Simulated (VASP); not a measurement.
Write the native input for VASP 6.6.1 that does the following.

- Task: single point
- Functional: PBE
- Potentials or basis: VASP PAW PBE potentials, release 64 (Sb)
- Cutoff: 520 eV
- k mesh: 14 × 10 × 10
- Occupations: gaussian, width 0.1 eV
- Spin: no spin polarisation
- Dipole correction: no
- Further INCAR settings: ALGO = Fast; EDIFF = 1e-07; NBANDS = 12

The structure of Sb lies in POSCAR:

```
Sb
1.0
    3.0615839749      0.0000000000      0.0107253355
    0.0000000000      4.3238819199      0.0000000000
   -0.0230134729      0.0000000000      4.3234327544
Sb
2
Direct
    1.0000383044      0.7500000000      0.7499731063
   -0.0000383044      0.2500000000      0.2500268937
```

This isn't the form of Sb at room conditions, which is rhombohedral.

The input as run:

INCAR

```
PREC = Accurate
ENCUT = 520
EDIFF = 1E-7
ISMEAR = 0
SIGMA = 0.1
LREAL = False
LASPH = True
NELM = 100
ALGO = Fast
ISIF = 2
LWAVE = False
LCHARG = False
GGA = PE
NBANDS = 12
```

KPOINTS

```
regular mesh
0
Gamma
  14 10 10
```

Potentials or basis: VASP PAW PBE potentials, release 64 (Sb).

Command:

```sh
$ cat potpaw_PBE.64/Sb/POTCAR > POTCAR
$ mpirun -np 1 vasp_std > vasp.out
```

Results of the run:

The pressure is 3.0 GPa and the band gap on the k mesh is none (metal or under the smearing width).

It took 65 s on 1 thread of Intel(R) Xeon(R) 6975P-C (Granite Rapids), on a shared host, peak memory 0.37 GiB.
